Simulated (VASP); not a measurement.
Crystal: HfC.

```
CELL_PARAMETERS angstrom
0.00000 2.32500 2.32500
2.32500 0.00000 2.32500
2.32500 2.32500 0.00000
ATOMIC_POSITIONS crystal
Hf 0.50000 0.50000 0.50000
C 0.00000 0.00000 0.00000
```

```yaml
Program: VASP 6.6.1
Task: relaxation of cell and atoms
Functional: RPBE
Dispersion: D3(BJ)
Potentials_or_basis: VASP PAW PBE potentials, release 64 (Hf_pv, C)
Cutoff: 600 eV
k_mesh: 10 × 10 × 10
Occupations: fermi-dirac, width 0.05 eV
Spin: no spin polarisation
```

At the start: pressure -28.0 GPa; volume 12.57 Å³/atom.

How do energy, volume and symmetry change on relaxing?

Over 7 steps the energy falls by 127.4 meV/atom and the volume is 11.24 Å³/atom (-10.6 %); space group Fm-3m (No. 225, to 0.05 Å).

The path:
```csv
step,energy change (eV),largest force (eV/Å),pressure (GPa),volume (Å³)
1,0.0000,0.0000,-28.04,25.14
2,1.0122,0.0000,107.43,17.95
3,-0.2531,0.0000,-2.64,22.67
4,-0.2546,0.0000,-0.55,22.52
5,-0.2547,0.0000,0.14,22.47
6,-0.2547,0.0000,-0.26,22.50
7,-0.2547,0.0000,0.03,22.48
```

Final structure:
```
Hf C
1.0
     0.00000    2.23999    2.23999
     2.23999    0.00000    2.23999
     2.23999    2.23999    0.00000
Hf C
1 1
Direct
  0.50000 0.50000 0.50000
  0.00000 0.00000 0.00000
```

Caveat: the PAW data sets were made with another functional, which shifts forces and pressure a little; the volume moved by -11 % from the deposited cell, more than functionals usually miss; pairwise dispersion overbinds metals, which lowers pressure and volume.
